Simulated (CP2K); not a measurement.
CaSe: equation of state with PBE

CaSe:

```xyz
2
Lattice="4.1804 0.0000 0.0000 2.0902 3.6203 0.0000 2.0902 1.2068 3.4133" Properties=species:S:1:pos:R:3 pbc="T T T"
Se    4.1804    2.4136    1.7066
Ca    0.0000    0.0000    0.0000
```

| Quantity | Value |
| --- | --- |
| Program | CP2K 2026.2 |
| Task | equation of state |
| Functional | PBE |
| Potentials or basis | POTENTIAL_UZH Se GTH-PBE-q6, Ca GTH-PBE-q10; TZVP-MOLOPT-PBE-GTH basis |
| Density cutoff | 6123 eV |
| k mesh | 8 × 8 × 8 |
| Occupations | fermi-dirac, width 0.05 eV |
| Spin | no spin polarisation |

```
Equilibrium volume                      : 26.62 Å³/atom
Bulk modulus                            : 48 GPa
Pressure derivative of the bulk modulus : 4.1
```

Energy against volume, from the lowest point:
| volume (Å³/atom) | energy (meV/atom) |
| --- | --- |
| 24.280 | 35.42 |
| 24.796 | 20.62 |
| 25.313 | 10.07 |
| 25.829 | 3.36 |
| 26.346 | 0.10 |
| 26.863 | 0.00 |
| 27.379 | 2.74 |

All runs of the series together: 2.9 min on 1 thread of Arm Neoverse V1 (shared host).

Caveat: the basis of atomic orbitals isn't converged, which shifts pressures, moduli and gaps. PBE usually gives volumes a little too large and moduli too small.
